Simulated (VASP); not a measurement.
# NiO: relaxation of cell and atoms with PBE

The system is NiO.

```
Ni O
1.0
     0.00000    2.09131    2.09131
     2.09131    0.00000    2.09131
     2.09131    2.09131    0.00000
Ni O
1 1
Direct
  0.00000 0.00000 0.00000
  0.50000 0.50000 0.50000
```

```yaml
Program: VASP 6.6.1
Task: relaxation of cell and atoms
Functional: PBE
Potentials_or_basis: VASP PAW PBE potentials, release 64 (Ni, O)
Cutoff: 900 eV
k_mesh: 8 × 8 × 8
Occupations: fermi-dirac, width 0.05 eV
Spin: collinear spin, ferromagnetic start
Starting_moments: "[1.0, 0.0] μB"
Further_INCAR_settings: ALGO = Normal; EDIFF = 1e-07; IBRION = 2; EDIFFG = -0.01; NSW = 40; ISIF = 3
```

| Item | Value |
| --- | --- |
| Relaxed volume | 9.38 Å³/atom |
| Relaxed cell | a = 2.983 Å, b = 2.983 Å, c = 2.983 Å, α = 60.00°, β = 60.00°, γ = 60.00° |
| Space group after relaxing (to 0.05 Å) | Fm-3m (No. 225) |
| Energy gained by relaxing | 3.5 meV/atom |
| Ionic steps | 3 |
| Pressure after relaxing | 0.0 GPa |
| Band gap on the k mesh | none (metal or under the smearing width) |
| Net moment | 1.83 μB per cell |
| Site moments | Ni +1.50; O +0.29 μB |
| Valence electrons inside the program's atomic spheres | Ni 8.93; O 4.96 |

The path:
| step | energy change (eV) | largest force (eV/Å) | pressure (GPa) | volume (Å³) |
| --- | --- | --- | --- | --- |
| 1 | 0.0000 | 0.0000 | 4.86 | 18.29 |
| 2 | -0.0049 | 0.0000 | -2.52 | 19.04 |
| 3 | -0.0070 | 0.0000 | 0.02 | 18.77 |

Final structure:
```
Ni O
1.0
     0.00000    2.10921    2.10921
     2.10921    0.00000    2.10921
     2.10921    2.10921    0.00000
Ni O
1 1
Direct
  0.00000 0.00000 0.00000
  0.50000 0.50000 0.50000
```

Levels at points of the mesh, in eV from the Fermi level:
Spin up:
```
           k point  band 6  band 7  band 8  band 9  band 10  band 11  band 12  band 13
(0.00, 0.00, 0.00)   -2.86   -2.63   -2.63   -2.63     1.37    17.76    18.69    18.69
(0.50, 0.00, 0.00)   -1.99   -1.46    0.19    0.19     5.54     9.68    13.81    13.81
(0.50, 0.50, 0.00)   -2.85   -2.35   -1.69   -1.69     5.93    10.38    12.09    16.25
```
Spin down:
```
           k point  band 3  band 4  band 5  band 6  band 7  band 8  band 9  band 10  band 11  band 12
(0.00, 0.00, 0.00)   -2.32   -2.32   -1.79   -1.79   -1.79   -0.53   -0.53     1.73    17.69    18.91
(0.50, 0.00, 0.00)   -4.57   -4.57   -0.94   -0.94   -0.58    2.19    2.19     5.71    10.22    14.11
(0.50, 0.50, 0.00)   -3.64   -3.64   -2.71   -0.77   -0.77   -0.12    0.36     6.40    10.75    12.35
```

Wall time 63 s on 1 thread of Intel(R) Xeon(R) 6975P-C (Granite Rapids), with other jobs on the host, peak memory 0.2 GiB.

Caveat: a cell with one magnetic atom can't hold antiferromagnetic order, which such compounds often take; semilocal functionals often make such compounds metallic where correlation or magnetic order opens a gap, which also shifts bond lengths. With open d or f shells a metallic result of PBE can be an artefact of self-interaction; +U or a hybrid may open a gap.
